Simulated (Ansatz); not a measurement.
# PbSe: single point with PBE

PbSe:

```
Pb Se
1.0
     3.78432    0.00000    0.00000
     0.00000    3.78432    0.00000
     0.00000    0.00000    3.78432
Pb Se
1 1
Cartesian
  0.0000 0.0000 0.0000
  1.8922 1.8922 1.8922
```

Measurements of this composition are mostly on another form, of space group No. 225.

| Item | Value |
| --- | --- |
| Program | Ansatz 0.2.0 |
| Task | single point |
| Functional | PBE |
| Potentials or basis | all-electron LAPW, scalar-relativistic |
| Cutoff | 156 eV (chosen from the basis error) |
| Basis error allowed | 0.001 eV/atom |
| k mesh | 7 × 7 × 7 |
| Occupations | fermi-dirac, width 0.05 eV |
| Spin | no spin polarisation |

| Item | Value |
| --- | --- |
| Pressure | -0.2 GPa |
| Band gap on the k mesh | none (metal or under the smearing width) |
| Loewdin charges | Pb +0.40; Se -0.34 e |

Levels at points of the mesh, in eV from the Fermi level:
```tsv
k point	band 28	band 29	band 30	band 31	band 32	band 33
(0.00, 0.00, 0.00)	-1.46	-1.46	-1.46	5.17	5.17	6.10
```

Wall time 8.1 s on 1 thread of Arm Neoverse V2, on a shared host, peak memory 0.27 GiB.

The run has no spin-orbit coupling, so splittings on Pb are missing.
